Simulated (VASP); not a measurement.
# RbBr in VASP: one cell, several levels of theory

Aim: gap, levels, forces and stress of RbBr, CsCl type, under +5.0 % biaxial strain in the (111) plane, free along [111] at fixed geometry. Runs: PBE, r2SCAN. The results are then set beside those of Ansatz 0.2.0 for the same cell. This is a trial cell built on a prototype, not taken from a measured structure, and it needn't be the compound's ground state.

Code: VASP 6.6.1. PAW datasets, plane waves. All values are calculated for a non-magnetic cell, which may be hypothetical.

### Step 1. The system as given

The cell comes from an earlier relaxation with r2SCAN in another program, then strained, with the atoms relaxed again.

The symmetry is R-3m (No. 166, trigonal); a = 6.128 Å, c = 6.926 Å in the conventional setting, 37.55 Å³ an atom. Rb has 8 Br at 3.46–3.72 Å; Br has 8 Rb at 3.46–3.72 Å.

The structure in full:

```xyz
2
Lattice="4.2220 -0.1115 -0.1115 -0.1115 4.2220 -0.1115 -0.1115 -0.1115 4.2220" Properties=species:S:1:pos:R:3 pbc="T T T"
Rb    0.0000    0.0000    0.0000
Br    1.9995    1.9995    1.9995
```

### Step 2. Single point with PBE

The input, INCAR:

```
ENCUT = 520.000000
SIGMA = 0.020000
EDIFF = 1.00e-07
GGA = PE
PREC = Accurate
IBRION = -1
ISIF = 2
ISMEAR = -1
NBANDS = 15
NELM = 120
NSW = 0
LASPH = .TRUE.
LCHARG = .TRUE.
LELF = .TRUE.
LWAVE = .FALSE.
LREAL = .FALSE.
```

The input, KPOINTS:

```
KPOINTS created by Atomic Simulation Environment
0
Gamma
6 6 6
0 0 0
```

The input, KPOINTS_OPT:

```
special points
5
Reciprocal
0.0000000000 0.0000000000 0.0000000000 1
0.0000000000 0.5000000000 0.0000000000 1
0.5000000000 0.5000000000 0.0000000000 1
0.5000000000 0.5000000000 0.5000000000 1
0.0000000000 0.5000000000 0.5000000000 1
```

The input, POSCAR:

```
Rb Br
 1.0000000000000000
     4.2219958348000004   -0.1115015399000000   -0.1115015399000000
    -0.1115015399000000    4.2219958348000004   -0.1115015399000000
    -0.1115015399000000   -0.1115015399000000    4.2219958348000004
 Rb  Br
   1   1
Cartesian
  0.0000000000000000  0.0000000000000000  0.0000000000000000
  1.9994963775000003  1.9994963775000003  1.9994963775000003
```

The run uses the recommended PBE PAW datasets (16 valence electrons a neutral cell).

Started as:

```sh
mpirun -np 1 vasp_std
```

Standard output, without the iteration lines:

```text
POSCAR found type information on POSCAR RbBr
 POSCAR found :  2 types and       2 ions
 LDA part: xc-table for (Slater+PW92), standard interpolation
 POSCAR, INCAR and KPOINTS ok, starting setup
 FFT: planning ... GRIDC
 FFT: planning ... GRID_SOFT
 FFT: planning ... GRID
 WAVECAR not read
 entering main loop
 Start KPOINTS_OPT (optional k-point list driver)
k-point batch [1-5\5]
```

OSZICAR:

```text
N       E                     dE             d eps       ncg     rms          rms(c)
DAV:   1     0.821308767233E+02    0.82131E+02   -0.68198E+03   960   0.925E+02
DAV:   2    -0.490973435596E+00   -0.82622E+02   -0.75426E+02  1324   0.163E+02
DAV:   3    -0.610348825746E+01   -0.56125E+01   -0.55914E+01  1305   0.440E+01
DAV:   4    -0.624574730079E+01   -0.14226E+00   -0.14224E+00  1394   0.674E+00
DAV:   5    -0.624706980337E+01   -0.13225E-02   -0.13225E-02  1391   0.584E-01    0.244E+00
DAV:   6    -0.602670345609E+01    0.22037E+00   -0.19965E-01  1205   0.231E+00    0.161E+00
DAV:   7    -0.599037610167E+01    0.36327E-01   -0.10859E-01  1240   0.180E+00    0.861E-01
DAV:   8    -0.599370470968E+01   -0.33286E-02   -0.14258E-02  1205   0.727E-01    0.148E-01
DAV:   9    -0.599356755776E+01    0.13715E-03   -0.65324E-04  1303   0.137E-01    0.670E-02
DAV:  10    -0.599372866159E+01   -0.16110E-03   -0.26800E-04  1044   0.110E-01    0.146E-02
DAV:  11    -0.599372871377E+01   -0.52178E-07   -0.10127E-05  1333   0.213E-02    0.723E-03
DAV:  12    -0.599373050569E+01   -0.17919E-05   -0.25530E-06  1093   0.113E-02    0.829E-04
DAV:  13    -0.599373058799E+01   -0.82302E-07   -0.82068E-08  1058   0.215E-03
   1 F= -.59937306E+01 E0= -.59937306E+01  d E =-.877125E-12
       N       E                     dE             ncg
DAV:   1     0.472487016007E+03   -0.22774E+04      150
DAV:   2     0.749095372490E+02   -0.39758E+03      238
DAV:   3     0.530138719529E+02   -0.21896E+02      206
DAV:   4     0.525404505343E+02   -0.47342E+00      210
DAV:   5     0.525368995219E+02   -0.35510E-02      213
DAV:   6     0.525367706978E+02   -0.12882E-03      232
DAV:   7     0.525367703052E+02   -0.39262E-06      206
DAV:   8     0.525367703010E+02   -0.41796E-08      159
```

The lines after F= are the extra pass for the points of KPOINTS_OPT, at fixed density; their E is not a total energy.

OUTCAR, selected sections:

```text
k-points           NKPTS =     32   k-points in BZ     NKDIM =     32   number of bands    NBANDS=     15

   NELECT =      16.0000    total number of electrons

   dimension x,y,z NGX =    32 NGY =   32 NGZ =   32
   dimension x,y,z NGXF=    64 NGYF=   64 NGZF=   64

  energy-cutoff  :      520.00
  volume of cell :       75.10
      direct lattice vectors                 reciprocal lattice vectors
     4.221995835 -0.111501540 -0.111501540     0.237194653  0.006434158  0.006434158
    -0.111501540  4.221995835 -0.111501540     0.006434158  0.237194653  0.006434158
    -0.111501540 -0.111501540  4.221995835     0.006434158  0.006434158  0.237194653

 k-points in reciprocal lattice and weights: KPOINTS created by Atomic Simulation Env
   0.00000000  0.00000000  0.00000000       0.005
   0.16666667  0.00000000  0.00000000       0.028
   0.33333333  0.00000000  0.00000000       0.028
   0.50000000  0.00000000  0.00000000       0.014
   0.16666667  0.16666667  0.00000000       0.028
   0.33333333  0.16666667  0.00000000       0.056
   0.50000000  0.16666667 -0.00000000       0.056
  -0.33333333  0.16666667 -0.00000000       0.056
[... 24 more k-points ...]

 E-fermi :  -0.5049

 k-point     1 :       0.0000    0.0000    0.0000
  band No.  band energies     occupation
      1     -26.1644      2.00000
      2     -13.4904      2.00000
      3     -10.1699      2.00000
      4     -10.1590      2.00000
      5     -10.1590      2.00000
      6      -1.1520      2.00000
      7      -1.1103      2.00000
      8      -1.1103      2.00000
      9       2.8947      0.00000
     10       4.6921      0.00000
     11       4.6921      0.00000
     12       8.4931      0.00000
     13       8.8169      0.00000
     14       8.8169      0.00000
     15      11.5823      0.00000

 k-point     2 :       0.1667    0.0000    0.0000
  band No.  band energies     occupation
      1     -26.1606      2.00000
      2     -13.4887      2.00000
      3     -10.1939      2.00000
      4     -10.1537      2.00000
      5     -10.1512      2.00000
      6      -1.5674      2.00000
      7      -1.1676      2.00000
      8      -1.1100      2.00000
      9       3.5042      0.00000
     10       4.8931      0.00000
     11       5.2138      0.00000
     12       8.5600      0.00000
     13       8.5910      0.00000
     14       8.9006      0.00000
     15      10.3581      0.00000

 k-point     3 :       0.3333    0.0000    0.0000
  band No.  band energies     occupation
      1     -26.1531      2.00000
      2     -13.4867      2.00000
      3     -10.2542      2.00000
      4     -10.1355      2.00000
      5     -10.1246      2.00000
      6      -2.2440      2.00000
      7      -1.2309      2.00000
      8      -1.1102      2.00000
      9       4.7678      0.00000
     10       5.4468      0.00000
     11       6.1943      0.00000
     12       8.2619      0.00000
     13       8.7146      0.00000
     14       8.7694      0.00000
     15       9.2534      0.00000

 k-point     4 :       0.5000    0.0000    0.0000
  band No.  band energies     occupation
      1     -26.1493      2.00000
      2     -13.4864      2.00000
      3     -10.2819      2.00000
      4     -10.1276      2.00000
      5     -10.1096      2.00000
      6      -2.5249      2.00000
      7      -1.2626      2.00000
      8      -1.1109      2.00000
      9       5.8032      0.00000
     10       5.9287      0.00000
     11       6.2615      0.00000
     12       7.7260      0.00000
     13       8.3885      0.00000
     14       8.9049      0.00000
     15       9.5756      0.00000

 k-point     5 :       0.1667    0.1667    0.0000
  band No.  band energies     occupation
      1     -26.1569      2.00000
      2     -13.4865      2.00000
      3     -10.2255      2.00000
      4     -10.1578      2.00000
      5     -10.1291      2.00000
      6      -1.7013      2.00000
      7      -1.3938      2.00000
      8      -1.1468      2.00000
      9       3.9810      0.00000
     10       5.2630      0.00000
     11       5.5955      0.00000
     12       8.2115      0.00000
     13       8.5348      0.00000
     14       9.2363      0.00000
     15      10.3446      0.00000

 k-point     6 :       0.3333    0.1667    0.0000
  band No.  band energies     occupation
      1     -26.1495      2.00000
      2     -13.4674      2.00000
      3     -10.2883      2.00000
      4     -10.1689      2.00000
      5     -10.1154      2.00000
      6      -2.1741      2.00000
      7      -1.4503      2.00000
      8      -1.1408      2.00000
      9       4.9042      0.00000
     10       5.6700      0.00000
     11       6.4994      0.00000
     12       7.8957      0.00000
     13       8.0664      0.00000
     14       9.0029      0.00000
     15       9.5345      0.00000

 k-point     7 :       0.5000    0.1667   -0.0000
  band No.  band energies     occupation
      1     -26.1459      2.00000
      2     -13.4502      2.00000
      3     -10.3119      2.00000
      4     -10.1932      2.00000
      5     -10.1150      2.00000
      6      -2.3837      2.00000
      7      -1.4141      2.00000
      8      -1.1269      2.00000
      9       5.5505      0.00000
     10       5.7693      0.00000
     11       6.5539      0.00000
     12       7.7577      0.00000
     13       8.0883      0.00000
     14       8.3612      0.00000
     15       9.3818      0.00000

 k-point     8 :      -0.3333    0.1667   -0.0000
  band No.  band energies     occupation
      1     -26.1497      2.00000
      2     -13.4511      2.00000
      3     -10.2812      2.00000
      4     -10.2023      2.00000
      5     -10.1281      2.00000
      6      -2.1196      2.00000
      7      -1.3971      2.00000
      8      -1.1199      2.00000
      9       4.9009      0.00000
     10       5.4748      0.00000
     11       6.4053      0.00000
     12       7.6807      0.00000
     13       8.0045      0.00000
     14       8.6970      0.00000
     15       9.3024      0.00000

[... the tables of k-points 9 to 32 left out ...]

  Total       -0.0085918     -0.0085918     -0.0085918      0.1607809      0.1607809      0.1607809
  in kB       -0.1833029     -0.1833029     -0.1833029      3.4301828      3.4301828      3.4301828
  external PRESSURE =      -0.1833029 kB  Pullay stress =       0.0000000 kB

 POSITION                                       TOTAL-FORCE (eV/Angst)
 -----------------------------------------------------------------------------------
      0.00000      0.00000      0.00000         0.000000     -0.000000      0.000000
      1.99950      1.99950      1.99950        -0.000000      0.000000      0.000000
 -----------------------------------------------------------------------------------
    total drift:                                0.000000      0.000000     -0.000000

  FREE ENERGIE OF THE ION-ELECTRON SYSTEM (eV)
  ---------------------------------------------------
  free  energy   TOTEN  =        -5.9937305880 eV

  energy  without entropy=       -5.9937305880  energy(sigma->0) =       -5.99373059
```

Hardware: 1 MPI rank of Intel Xeon 6975P-C, shared host.

The levels at the points of KPOINTS_OPT are read from vasprun.xml.

Levels at the named points, in eV from the top of band v (v: the last filled band by count, c: the next):

```tsv
point	v−1	v	c	c+1
Γ	-0.13	-0.13	3.88	5.67
X	-0.28	-0.13	6.78	6.91
M	-0.91	0.00	5.29	6.16
R	-1.18	-1.17	7.79	7.79
```

Gap with PBE: 3.88 eV, valence top at M, conduction bottom at Γ. Least direct gap: 4.00 eV. The pressure is -0.02 GPa; the forces vanish within 0.01 eV/Å.

Axes a, b and c in the maps are those of this run's conventional cell (a, b, c = 6.128, 6.128, 6.926 Å).

Density in a lattice plane of the grid's cell (edges 6.13 and 6.93 Å, at 0.000 of the third edge), which holds Rb and Br.

Values in e/Å³, 12 rows by 10 columns:
```
 1.96  1.08  0.13  0.02  0.03  0.04  0.03  0.02  0.13  1.08
 0.31  0.15  0.03  0.02  0.04  0.05  0.04  0.02  0.03  0.15
 0.08  0.05  0.02  0.02  0.03  0.05  0.03  0.02  0.02  0.05
 0.38  0.23  0.07  0.02  0.02  0.03  0.02  0.02  0.07  0.23
 1.19  0.93  0.20  0.03  0.02  0.02  0.02  0.03  0.20  0.93
-0.70  1.16  0.30  0.04  0.01  0.01  0.01  0.04  0.30  1.16
 1.19  0.93  0.20  0.03  0.02  0.02  0.02  0.03  0.20  0.93
 0.38  0.23  0.07  0.02  0.02  0.03  0.02  0.02  0.07  0.23
 0.08  0.05  0.02  0.02  0.03  0.05  0.03  0.02  0.02  0.05
 0.31  0.15  0.03  0.02  0.04  0.05  0.04  0.02  0.03  0.15
 1.96  1.08  0.13  0.02  0.03  0.04  0.03  0.02  0.13  1.08
 1.96  1.84  0.24  0.02  0.02  0.03  0.02  0.02  0.24  1.84
```
Columns run along the first of these edges and rows up along the second, over one cell in 10 and 12 even steps from the bottom left corner. Atoms in the plane (fractional): Rb at (0.00, 0.00), Br at (0.00, 0.50).

ELF in the same plane.

Ten even steps from '0' (0.00) to '9' (0.88):
```
7899820000000000028998
9998510001111100015899
8874100011222110001478
1110000001111100000011
0000000000000000000000
7765310000000000013567
9998630000000000036899
9999862000000000268999
7899974100000001479998
3699985100000001589996
7899974100000001479998
9999862000000000268999
9998630000000000036899
7765310000000000013567
0000000000000000000000
1110000001111100000011
8874100011222110001478
9998510001111100015899
7899820000000000028998
3699830000000000038996
```
Columns run along the first of these edges and rows up along the second, over one cell in 22 and 20 even steps from the bottom left corner. Atoms in the plane (fractional): Rb at (0.00, 0.00), Br at (0.00, 0.50).

Both are smooth fields of the valence electrons: close to the nuclei they are not physical.

Outside the cores ELF peaks at 0.88 in the shell around Br, 0.8 Å from Br.

(Part 1 of 2 ends here.)
